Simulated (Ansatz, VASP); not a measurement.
Two plane-wave programs on Tl

```
Tl
1.0
     3.24001    0.00000    0.00000
     0.00000    3.24001    0.00000
     0.00000    0.00000    3.24001
Tl
1
Cartesian
  0.0000 0.0000 0.0000
```

Alike in both runs: task single point; functional BLYP; k mesh 11 × 11 × 11; occupations fermi-dirac, width 0.1 eV; no spin polarisation.

|  | VASP | Ansatz |
| --- | --- | --- |
| version | VASP 6.6.1 | Ansatz 0.2.0 |
| potentials or method | VASP PAW PBE potentials, release 64 (Tl_d) | plane waves (420 eV) with PAW, scalar-relativistic |
| plane-wave cutoff (eV) | 520 | 420 |
| valence electrons in the cell | 13 | 13 |

VASP gave:

```
pressure (GPa) : 2.9
```

Problem. Estimate Ansatz's values.

Solution. Pressure (GPa): 2.8.

With one functional, cell and mesh, what is left measures potentials, basis and numerics.

Caveats: the PAW data sets were made with another functional, which shifts forces and pressure a little (VASP). Spin-orbit coupling is left out, which matters for the levels of Tl.
